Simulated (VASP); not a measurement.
Set up this calculation in VASP 6.6.1, as the native input.

| Item | Value |
| --- | --- |
| Task | relaxation of cell and atoms |
| Functional | PBE |
| Dispersion | D3(BJ) |
| Potentials or basis | VASP PAW PBE potentials, release 64 (Ga_d, P) |
| Cutoff | 600 eV |
| k mesh | 8 × 8 × 8 |
| Occupations | gaussian, width 0.02 eV |
| Spin | no spin polarisation |
| Dipole correction | no |
| Further INCAR settings | ALGO = Fast; EDIFF = 1e-07; IBRION = 2; EDIFFG = -0.005; NSW = 70; ISIF = 3 |

The structure of GaP lies in POSCAR:

```
GaP
1.0
    0.0000000000      2.7525368068      2.7525368068
    2.7525368068      0.0000000000      2.7525368068
    2.7525368068      2.7525368068      0.0000000000
Ga P
1 1
Direct
    0.0000000000      0.0000000000      0.0000000000
    0.2500000000      0.2500000000      0.2500000000
```

These files were run (other wordings do the same):

INCAR

```
SYSTEM = GaP
PREC = Accurate
ENCUT = 600
EDIFF = 1E-7
ISMEAR = 0
SIGMA = 0.02
LREAL = .FALSE.
LASPH = .TRUE.
NELM = 80
ALGO = Fast
ISIF = 3
LWAVE = .FALSE.
LCHARG = .FALSE.
GGA = PE
IVDW = 12
IBRION = 2
NSW = 70
EDIFFG = -0.005
```

KPOINTS

```
Automatic mesh
0
G
  8 8 8
  0 0 0
```

Potentials or basis: VASP PAW PBE potentials, release 64 (Ga_d, P).

The run is started by

```bash
$ cat potpaw_PBE.64/Ga_d/POTCAR potpaw_PBE.64/P/POTCAR > POTCAR
$ mpirun -np 1 vasp_std > vasp.out
```

It gave:

```yaml
Relaxed_volume: 20.17 Å³/atom
Relaxed_cell: a = 3.850 Å, b = 3.850 Å, c = 3.850 Å, α = 60.00°, β = 60.00°, γ = 60.00°
Space_group_after_relaxing_to_0.05_Å: F-43m (No. 216)
Energy_gained_by_relaxing: 5.6 meV/atom
Ionic_steps: 3
Pressure_after_relaxing: 0.0 GPa
Band_gap_on_the_k_mesh: 1.64 eV, indirect (least direct gap 1.85 eV)
Dispersion_energy_per_atom: -0.318 eV
```

Run time: 35 s on 1 thread of AMD EPYC 9R45 96-Core Processor (Zen 5) (shared host), peak memory 0.17 GiB.
